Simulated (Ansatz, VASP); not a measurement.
## Two plane-wave programs on Co

```xyz
2
Lattice="2.4884 0.0000 0.0000 -1.2442 2.1550 0.0000 0.0000 0.0000 4.0478" Properties=species:S:1:pos:R:3 pbc="T T T"
Co    1.2442    0.7183    3.0358
Co    0.0000    1.4367    1.0119
```

Change from the starting cell: volume scaled by 1.02.

Alike in both runs: task single point; functional PBEsol; k mesh 12 × 12 × 7; occupations fermi-dirac, width 0.05 eV; collinear spin, ferromagnetic start.

|  | VASP | Ansatz |
| --- | --- | --- |
| version | VASP 6.6.1 | Ansatz 0.2.0 |
| potentials or method | VASP PAW PBE potentials, release 64 (Co) | Ansatz PAW |
| plane-wave cutoff (eV) | 520 | 420 |
| valence electrons in the cell | 18 | 34 |

VASP gave:

| Quantity | Value |
| --- | --- |
| gap on the k mesh at the Fermi level (eV) | none |
| pressure (GPa) | -10.4 |
| largest component of the traceless stress (GPa) | 1.82 |
| net moment per atom (μB) | 1.61 |
| size of the moment on the site where the two differ most (μB) | 1.63 |

Question: Which values does Ansatz return?

Answer: gap on the k mesh at the Fermi level (eV): none; pressure (GPa): -9.7; largest component of the traceless stress (GPa): 1.80; net moment per atom (μB): 1.62; size of the moment on the site where the two differ most (μB): 1.69.

Site moments also hang on the region over which each program counts them. A gap of «none» marks a metal or a gap that the smearing closes. The two sets of potentials don't hold the same shells in valence.

Caveats: the PAW data sets were made with another functional, which shifts forces and pressure a little (VASP); the PAW data sets come from PBE, with cores solved anew for the run's functional, which leaves a small shift of forces and pressure (Ansatz).
